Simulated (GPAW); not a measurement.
NiO:

```
Ni O
1.0
     0.00000    2.08590    2.08590
     2.08590    0.00000    2.08590
     2.08590    2.08590    0.00000
Ni O
1 1
Direct
  0.00000 0.00000 0.00000
  0.50000 0.50000 0.50000
```

Base run:

| Quantity | Value |
| --- | --- |
| Program | GPAW 26.7.0 |
| Functional | r2SCAN |
| Potentials or basis | GPAW PAW data sets (gpaw-data 1.2.1) |
| Cutoff | 800 eV |
| Basis | pw |
| k mesh | 8 × 8 × 8 |
| Occupations | fermi-dirac, width 0.05 eV |
| Spin | collinear spin, ferromagnetic start |
| Starting moments | [1.0, 0.0] μB |
| Hubbard terms | Ni d U = 3 eV |

Its results: band gap on the k mesh 2.56 eV, indirect (least direct gap 3.61 eV); pressure 9.6 GPa; net moment 2.00 μB per cell; site moments Ni +1.79; O +0.16 μB.

The run is repeated on the same cell with these changes: hubbard terms from Ni d U = 3 eV to none. What comes out?

Band gap on the k mesh 0.72 eV, indirect (least direct gap 1.79 eV); pressure 8.4 GPa; net moment 2.00 μB per cell; site moments Ni +1.71; O +0.22 μB.

The U term pushes filled and empty states of the shell apart.

Caveats: the stock nickel data set gives pressures a few GPa off other programs; the PAW data sets were made with another functional, which shifts forces and pressure a little; a cell with one magnetic atom can't hold antiferromagnetic order, which such compounds often take.
